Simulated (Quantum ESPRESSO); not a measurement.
Write an ASE script for Quantum ESPRESSO 7.5 that does the following.

* Task: single point
* Functional: PBEsol
* Potentials or basis: GBRV 1.5 PBEsol
* Cutoff: 612 eV
* Density cutoff: 4898 eV
* k mesh: 10 × 10 × 7
* Occupations: fermi-dirac, width 0.05 eV
* Spin: no spin polarisation
* Mixing beta: 0.5
* Most SCF iterations: 120
* SCF threshold: 4e-10 Ry

The system is TiSi.

```
Ti Si
1.0
     1.81618   -2.11762    0.00000
     1.81618    2.11762    0.00000
     0.00000    0.00000    3.80393
Ti Si
1 1
Direct
  0.50000 0.50000 0.00000
  0.00000 0.00000 0.50000
```

The cell comes from a database or a generator and needn't be the stable form of this composition.

These files were run (other wordings do the same):

run.py

```python
import numpy as np
from ase.calculators.espresso import Espresso, EspressoProfile
from ase import Atoms

atoms = Atoms(['Ti', 'Si'],
              cell=[[1.816178, -2.117624, 0.0], [1.816178, 2.117624, 0.0], [0.0, 0.0, 3.803934]],
              scaled_positions=[[0.5, 0.5, 0.0], [0.0, 0.0, 0.5]],
              pbc=True)

input_data = {
    'control': {'calculation': 'scf', 'prefix': 'pwscf', 'outdir': './tmp', 'tprnfor': True, 'tstress': True, 'disk_io': 'nowf'},
    'system': {'ecutwfc': 45.0, 'ecutrho': 360.0, 'nbnd': 14, 'occupations': 'smearing', 'smearing': 'fd', 'degauss': 0.00367493},
    'electrons': {'conv_thr': 4e-10, 'electron_maxstep': 120, 'mixing_beta': 0.5},
}
pseudopotentials = {'Si': 'si_pbesol_v1.uspp.F.UPF', 'Ti': 'ti_pbesol_v1.4.uspp.F.UPF'}
profile = EspressoProfile(command='mpirun -n 2 pw.x -nk 2', pseudo_dir='pseudo')
dft = Espresso(profile=profile, input_data=input_data, pseudopotentials=pseudopotentials, kpts=(10, 10, 7), koffset=(0, 0, 0))
atoms.calc = dft

print(f'energy {atoms.get_potential_energy():.8f} eV')
print('forces (eV/A)')
print(np.round(atoms.get_forces(), 6))
print('stress (eV/A^3, Voigt)')
print(np.round(atoms.get_stress(), 8))
print(f'Fermi level {dft.get_fermi_level():.4f} eV')
```

Potentials or basis: GBRV 1.5 PBEsol.

Run with:

```bash
$ OMP_NUM_THREADS=1 python run.py
```

It gave:

* Pressure: -4.3 GPa
* Band gap on the k mesh: none (metal or under the smearing width)

Wall time 15 s on 2 MPI ranks on Arm Neoverse V1, on a shared host, peak memory 0.2 GiB a rank.
